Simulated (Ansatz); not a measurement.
Two G0W0 runs on SiC (P6_3mc).

```xyz
8
Lattice="3.0757 0.0000 0.0000 -1.5378 2.6636 0.0000 0.0000 0.0000 10.0706" Properties=species:S:1:pos:R:3 pbc="T T T"
Si    1.5378    0.8879    9.4447
Si    0.0000    1.7758    4.4094
Si    0.0000    0.0000    6.9275
Si    0.0000    0.0000    1.8922
C     1.5378    0.8879    7.5510
C     0.0000    1.7758    2.5157
C     0.0000    0.0000    5.0400
C     0.0000    0.0000    0.0046
```

The cell and positions are those that the Materials Project relaxed with its own functionals (PBE, PBE+U or r2SCAN), kept fixed. PAW set soft_2, made with PBE.

The first (Ansatz 0.2.0; start PBE, 6×6×2 mesh, 529 empty bands, screening to 200 eV; 1 × NVIDIA H100 80GB HBM3 (shared by 6 runs) with 3 threads of AMD EPYC 7R13 (Zen 3), shared host) gave, on its mesh: starting gap 2.22 eV, G0W0 gap 3.14 eV, RPA ε∞ (mean) 6.99, 61 s.

The second gave: starting gap 2.22 eV, G0W0 gap 3.01 eV, RPA ε∞ (mean) 6.99, 31 s.

Question: What was changed in the input? Choose among start, files, mesh, bands and cutoff, frequency model or another key.

Changed: empty bands from 529 to 246 and screening cutoff (eV) from 200.0 to 120. The starting gap stayed, which rules out the functional and points to the GW step. Other changes could give like numbers; this is the one that was made.

Limits: not at the basis limit.

[Paths, hosts, dates, memory and timing lines, banners, echoed tables and standing remarks are left out of the program output.]

[Logs are printed without paths, hosts, clocks, repeated set-up lines and the standing remarks that a program may print on its own settings, such as how far it seeks lower states.]

[Runs of the session that timed out or met a known fault of the program may be left out.]

[Cells called generated may have been cut or substituted from an entry of the Crystallography Open Database or the Materials Project.]

[Hosts, paths, dates, database ids (printed as entryN), source tags and the programs' standing remarks are cut or masked in the printed files.]
